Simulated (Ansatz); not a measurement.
Crystal: Si2W.

```
W Si
1.0
     4.61685    0.00000    0.00000
    -2.30843    3.99831    0.00000
     0.00000    0.00000    6.65322
W Si
3 6
Direct
  0.50000 0.00000 0.50000
  0.50000 0.50000 0.83333
  0.00000 0.50000 0.16667
  0.32725 0.16363 0.16667
  0.83637 0.16363 0.83333
  0.16363 0.32725 0.50000
  0.67275 0.83637 0.16667
  0.16363 0.83637 0.83333
  0.83637 0.67275 0.50000
```

Measurements of this composition are mostly on another form, of space group No. 139.

Base run:

```yaml
Program: Ansatz 0.2.0
Functional: LDA
Potentials_or_basis: Ansatz PAW
Cutoff: "420 eV (not typed: the program's choice for these potentials)"
k_mesh: 5 × 5 × 3
Occupations: fermi-dirac, width 0.05 eV
Spin: no spin polarisation
Hubbard_terms: W d U = 2 eV
```

Its results: band gap on the k mesh 0.54 eV, indirect (least direct gap 1.01 eV); pressure -9.7 GPa; largest force 0.057 eV/Å.

Task: The run is repeated on the same cell with these changes: hubbard terms from W d U = 2 eV to W d U = 5 eV. What comes out?

Result: Band gap on the k mesh 0.83 eV, indirect (least direct gap 1.29 eV); pressure -10.2 GPa; largest force 0.028 eV/Å.

Caveats: odd divisions of the mesh miss points on the zone boundary, where band edges often lie, so the gap on the mesh can be too wide; spin-orbit coupling is left out, which moves the levels of the heavy elements; the PAW data sets come from PBE, with cores solved anew for the run's functional, which leaves a small shift of forces and pressure; the U is typed as a test and isn't derived for this compound.

A k mesh can miss the band edges.
